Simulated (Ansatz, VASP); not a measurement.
**Al in VASP and in Ansatz**

Contents of INCAR:

```
ALGO = Fast
EDIFF = 1E-6
ENCUT = 520
GGA = PE
ISIF = 2
ISMEAR = 0
IVDW = 12
LASPH = True
LCHARG = False
LREAL = False
LWAVE = False
NBANDS = 8
NELM = 60
PREC = Accurate
SIGMA = 0.15
```

KPOINTS

```
k-points
0
Gamma
  20 20 20
```

Contents of POSCAR:

```
Al
1.0
    0.0000000000      1.9632606000      2.0543397000
    1.9632606000      0.0000000000      2.0543397000
    1.9632606000      1.9632606000      0.0000000000
Al
1
Direct
    0.0000000000      0.0000000000      0.0000000000
```

Input for Ansatz:

```yaml
crystal:
  lattice:
    - [0.0, 1.9632606, 2.0543397]
    - [1.9632606, 0.0, 2.0543397]
    - [1.9632606, 1.9632606, 0.0]
  atoms:
    - { symbol: Al, position: [0.0, 0.0, 0.0] }
basis:
  ecutwfc: 420
kpoints:
  mp_grid: { grid: [20, 20, 20] }
hamiltonian:
  xc: pbe
  dispersion: d3bj
scf:
  occupations: { method: gaussian, width: 0.15 }
output:
  forces: true
  stress: true
  eigenvalues: true
```

Change from the starting cell: strain -0.030 along x and y, +0.015 along z, atoms carried along.

Alike in both runs: task single point; functional PBE; dispersion D3(BJ); k mesh 20 × 20 × 20; occupations gaussian, width 0.15 eV; no spin polarisation.

|  | VASP | Ansatz |
| --- | --- | --- |
| version | VASP 6.6.1 | Ansatz 0.2.0 |
| potentials or method | VASP PAW PBE potentials, release 64 (Al) | scalar-relativistic, plane waves, PAW |
| plane-wave cutoff (eV) | 520 | 420 |
| valence electrons in the cell | 3 | 3 |

|  | VASP | Ansatz | Ansatz less VASP |
| --- | --- | --- | --- |
| gap on the k mesh at the Fermi level (eV) | none | none | - |
| pressure (GPa) | -0.2 | -0.1 | +0.04 |
| largest component of the traceless stress (GPa) | 1.98 | 1.98 | +0.003 |

A gap of «none» marks a metal or a gap that the smearing closes.

Caveats: pairwise dispersion overbinds metals, which lowers pressure and volume.
